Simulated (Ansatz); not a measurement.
Energy landscape near a Pb structure

All numbers below come from DFT PBEsol, scalar-relativistic, plane waves, PAW (Ansatz).

Settings: cutoff 420 eV, Γ-centred mesh 14×14×14 on the computed 1-atom cell, Gaussian smearing of 0.10 eV; no spin polarisation.

Reference cell:

```xyz
1
Lattice="0.0000 2.4698 2.4698 2.4698 0.0000 2.4698 2.4698 2.4698 0.0000" Properties=species:S:1:pos:R:3 pbc="T T T"
Pb    0.0000    0.0000    0.0000
```

Each variant moves atoms of this cell by the vectors given, if any (Å), and then applies a symmetric strain (tensor components, Cartesian axes). The reference cell isn't relaxed at this level. Energies are per atom at zero smearing, counted from the lowest variant. Pressure is positive in compression.

1. strain (xx yy zz yz xz xy, %) -1.19 -1.19 -1.19 0.00 0.00 0.00
2. strain (xx yy zz yz xz xy, %) -7.89 -1.47 3.70 0.00 0.00 -4.06
3. strain (xx yy zz yz xz xy, %) 0.34 0.34 -8.66 0.00 0.00 0.00

```tsv
variant	ΔE (meV/atom)	P (GPa)	largest force (eV/Å)	gap on mesh (eV)	space group
1	?	?	?	?	?
2	44.5	3.62	0.00	0	C2/m
3	29.4	4.50	0.00	0	I4/mmm
```

Question: Give the withheld rows.

Answer:
```json
{"variant": "1", "ΔE (meV/atom)": "0.0", "P (GPa)": "1.72", "largest force (eV/Å)": "0.00", "gap on mesh (eV)": "0", "space group": "Fm-3m"}
```

Spin-orbit coupling is left out, which matters for the bands of heavy elements.